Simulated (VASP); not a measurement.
# Au: single point with r2SCAN

Crystal: Au.

```
Au
1.0
     2.49801   -2.56157    0.00000
     2.49801    2.56157    0.00000
     0.00000    0.00000    5.59440
Au
4
Direct
  0.24999 0.75001 0.12500
  0.74999 0.25001 0.37500
  0.75001 0.24999 0.87500
  0.25001 0.74999 0.62500
```

The cell was built by a generator and needn't be a form met in nature.

```
Program                : VASP 6.6.1
Task                   : single point
Functional             : r2SCAN
Potentials or basis    : VASP PAW PBE potentials, release 64 (Au)
Cutoff                 : 520 eV
k mesh                 : 4 × 4 × 4
Occupations            : gaussian, width 0.1 eV
Spin                   : no spin polarisation
Dipole correction      : no
Further INCAR settings : ALGO = Normal; EDIFF = 1e-06; NBANDS = 30
```

- Pressure: 0.3 GPa
- Band gap on the k mesh: none (metal or under the smearing width)

Stress tensor (GPa, compression positive):
```
0.29 0.00 0.00
0.00 0.21 0.00
0.00 0.00 0.39
```

Levels at points of the mesh, in eV from the Fermi level:
```csv
k point,band 20,band 21,band 22,band 23,band 24,band 25
"(0.00, 0.00, 0.00)",-2.12,-1.82,0.20,0.20,4.10,4.29
"(0.50, 0.00, 0.00)",-2.07,-1.94,-1.94,0.24,0.24,4.40
"(0.50, 0.50, 0.00)",-1.91,-1.34,-1.15,1.64,2.17,3.94
"(0.00, 0.00, 0.50)",-3.22,-2.43,-2.43,5.15,5.15,7.49
"(0.50, 0.00, 0.50)",-2.50,-1.75,-1.75,-1.75,-1.75,9.52
"(0.50, 0.50, 0.50)",-3.38,1.59,1.59,2.08,2.08,2.61
```

Wall time 71 s on 1 thread of Intel(R) Xeon(R) 6975P-C (Granite Rapids) (shared host), peak memory 0.19 GiB.

Caveat: the k mesh is coarse (spacing up to 0.44 Å⁻¹), so the values aren't converged; the PAW data sets were made with another functional, which shifts forces and pressure a little. The run has no spin-orbit coupling, so splittings on Au are missing.
